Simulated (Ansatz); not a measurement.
A plane-wave DFT run in Ansatz 0.2.0 (scalar-relativistic PAW potentials unless the input names others): input and command.

```yaml
crystal:
  lattice:
    - [1.6247346816, 0.0, -2.6317427965]
    - [-2.4900464972, -4.3366071925, -0.0010833523]
    - [-2.4900464972, 4.3366071925, -0.0010833523]
  atoms:
    - { symbol: Si, position: [0.8553831674, 0.4528617537, 0.7844697797] }
    - { symbol: C, position: [1.0503608218, 0.8401972823, 0.506863949] }
    - { symbol: Si, position: [0.8553831674, 0.117803113, 0.1195284204] }
    - { symbol: C, position: [0.1205141795, 0.1691704719, 0.5368496964] }
    - { symbol: C, position: [-0.0021555155, 0.5497843492, 0.2164510159] }
    - { symbol: C, position: [0.1205141795, 0.8701830297, 0.8358371386] }
  symmetry: { detect: false }
basis:
  ecutwfc: 420
kpoints:
  mp_grid: { grid: [12, 8, 8] }
hamiltonian:
  xc: pbe
  dispersion: d3bj
scf:
  occupations: { method: gaussian, width: 0.01 }
output:
  forces: true
  eigenvalues: true
  stress: true
```

```bash
ansatz run input.yaml --threads 1 --pin off --max-ram 2560MiB --backend cpu --events-out ev --progress --plain --runs-dir out
```

Abridged log:
```
Pseudopotentials: kind: paw
Pseudopotential: Si, paw, valence charge 4, recommended cutoff 420 eV (normal)
Pseudopotential: C, paw, valence charge 4, recommended cutoff 420 eV (normal)
Functional definition: PBE
Crystal: 6 atoms, lattice volume = 56.852 Å³
Basis set: ecut = 420 eV, 1125 PW (Γ), exchange–correlation on 48×72×72 points (8 copies of the dense FFT grid, shifted against one another)
Bands: 18, of which v1, the nominal top of the filled ones, is band 12 counted from 1 (11 counted from 0)
Symmetry: 1 space group operations
k-points: 388 of 768 (time reversal used)
Initial density: superposition of atomic densities (neutral atoms: chi_scale 0, normalization atom), corrected by the library's trained network
Initial wavefunctions: pseudopotential atomic-orbital guess
Functional: x = pbe(κ = 0.804, μ = 0.21951497), c = pbe(β = 0.06672455)
SCF iter   1: F=—  HF=-2275.499177 eV  |F-HF|=—  |Δ(HF+E_count)|=         —  Δρ=8.60e-3  dr2=5.00e-2  ethr=1.77e-3  ⟨swp⟩=6.1  Hψ=41797  notcnv=0
SCF iter   2: F=—  HF=-2275.487975 eV  |F-HF|=—  |Δ(HF+E_count)|=   1.12e-2  Δρ=2.47e-3  dr2=2.00e-3  ethr=2.08e-4  ⟨swp⟩=2.6  Hψ=14439  notcnv=0  defer=565
SCF iter   3: F=—  HF=-2275.488088 eV  |F-HF|=—  |Δ(HF+E_count)|=   1.13e-4  Δρ=8.11e-4  dr2=1.63e-4  ethr=8.35e-6  ⟨swp⟩=2.6  Hψ=12290  notcnv=0  defer=178
automatic band count: iteration 3 solves 17 bands in place of 18: the levels show a gap, and the empty bands left out lie too high to hold charge; the band table lists the bands solved (type scf.n_extra_bands for more)
SCF iter   4: F=—  HF=-2275.488178 eV  |F-HF|=—  |Δ(HF+E_count)|=   9.02e-5  Δρ=1.33e-4  dr2=7.78e-6  ethr=6.79e-7  ⟨swp⟩=2.2  Hψ=11292  notcnv=0  defer=178
SCF iter   5: F=—  HF=-2275.488182 eV  |F-HF|=—  |Δ(HF+E_count)|=   3.55e-6  Δρ=2.92e-5  dr2=6.92e-7  ethr=3.24e-8  ⟨swp⟩=2.0  Hψ=9870  notcnv=0  defer=178
SCF iter   6: F=-2275.488182 eV  HF=-2275.488182 eV  |F-HF|=1.21e-8  |Δ(HF+E_count)|=   4.63e-8  Δρ=8.77e-6  dr2=2.24e-8  ethr=4.17e-10  ⟨swp⟩=7.7  Hψ=32989  notcnv=0
SCF 1 converged in 6 iterations: F = -2275.488182 eV  dr2 = 2.24e-8
SCF converged after 6 iterations
Free energy (F): -2275.488182 eV
Harris-Foulkes:  -2275.488182 eV  (|F-HF|=1.21e-8)
Internal energy: -2275.488182 eV  (E = F + TS)
E sigma→0 (E₀):  -2275.488182 eV
Fermi energy:    10.230221 eV
  E_disp       = -1.549394  (pairwise vdW)
--- Forces (eV/Å), atoms counted from 1 ---
  atom   1  Si     0.00058194     0.00097638    -0.00293198
  atom   2  C     -0.00090580     0.00000003     0.00030000
  atom   3  Si     0.00058208    -0.00097632    -0.00293190
  atom   4  C      0.00047120     0.00368917     0.00266675
  atom   5  C     -0.00112867    -0.00000021     0.00023898
  atom   6  C      0.00047112    -0.00368912     0.00266663
--- Stress (GPa, compression-positive) ---
        0.033979       0.000001      -0.005647
        0.000001       0.025354       0.000000
       -0.005644       0.000000       0.102548
  P = ⅓ Tr σ = 0.0540 GPa (0.540 kbar)
```

Apart from outputs, empty bands and the relaxation, which only the reference makes, the input differs from a reference run on usual settings in crystal.symmetry: not typed → {"detect": false}. The reference, at the same geometry, ended its own course with pressure 0.05 GPa, largest force 0.005 eV/Å, gap on the mesh 0.74 eV. This run converged in 6 SCF iterations with an energy at zero smearing within 0.01 meV/atom of the reference's, pressure 0.05 GPa, largest force 0.005 eV/Å, gap on the mesh 0.74 eV.

The run took 18 s on 1 thread of Intel(R) Xeon(R) 6975P-C (Granite Rapids) (shared host), peak memory 0.68 GiB.